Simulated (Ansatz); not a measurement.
# InAs: pressure up to the limit of the methods

An exercise on one series of results from a longer session: the logs are not shown, and one member is left open.

Method: DFT PBE, with the methods named in each step, in Ansatz 0.2.0.

## The structure to begin with

It takes space group Pm-3m (No. 221, cubic). Conventional cell: a = 3.157 Å, b = 3.157 Å, c = 3.157 Å, α = 90.00°, β = 90.00°, γ = 90.00°. In (site symmetry m-3m) is surrounded by 8 As at 2.73 Å. As (site symmetry m-3m) is surrounded by 8 In at 2.73 Å.

As a file:

```xyz
2
Lattice="3.1568 0.0000 0.0000 0.0000 3.1568 0.0000 0.0000 0.0000 3.1568" Properties=species:S:1:pos:R:3 pbc="T T T"
In    0.0000    0.0000    0.0000
As    1.5784    1.5784    1.5784
```

Whether this phase is the stable one at these pressures isn't tested.

Atoms are numbered in the order of the input: In1, As2.

Set-up of the first run:

Contents of input.yaml:

```yaml
crystal:
  lattice:
    - [3.1568296822, 0.0, 0.0]
    - [0.0, 3.1568296822, 0.0]
    - [0.0, 0.0, 3.1568296822]
  atoms:
    - { symbol: In, position: [0.0, 0.0, 0.0] }
    - { symbol: As, position: [0.5, 0.5, 0.5] }
kpoints:
  mp_grid: { grid: [12, 12, 12] }
scf:
  occupations: { method: fermi_dirac, width: 0.05 }
hamiltonian:
  xc: pbe
  pseudopotentials: { kind: paw }
output:
  forces: true
  stress: true
relax:
  f_tol: 0.005
  max_steps: 40
  cell: {}
```

Started as:

```console
ansatz run input.yaml --threads 1 --pin off --max-ram 2048MiB --backend cpu --events-out ev --progress --plain --runs-dir out
```

Among the steps run: Cell relaxed at zero pressure, PAW; Volume scaled by 1, PAW; Volume scaled by 0.94, PAW; Volume scaled by 0.88, PAW; Volume scaled by 0.8, PAW; Volume scaled by 0.72, PAW; Volume scaled by 0.64, PAW; Volume scaled by 0.55, PAW; Volume scaled by 0.55, PAW (source ansatz).

One of the session's tables, all rows but one given; the rest of the session is left out.

```
             method  volume over the first  volume (Å³/atom)  pressure (GPa)
                PAW                      1            22.903            0.01
                PAW                   0.94            21.529            3.89
                PAW                   0.88            20.155            9.57
                PAW                    0.8                 ?               ?
                PAW                   0.72            16.490           40.13
                PAW                   0.64            14.658           72.81
                PAW                   0.55            12.597          141.04
PAW (source ansatz)                   0.55            12.597          141.00
```

**Question.** Estimate the row for PAW, 0.8.

**Answer.** volume (Å³/atom): 18.323; pressure (GPa): 21.19. In the column «volume (Å³/atom)» it lies between PAW, 0.72 (16.490) and PAW, 0.88 (20.155).
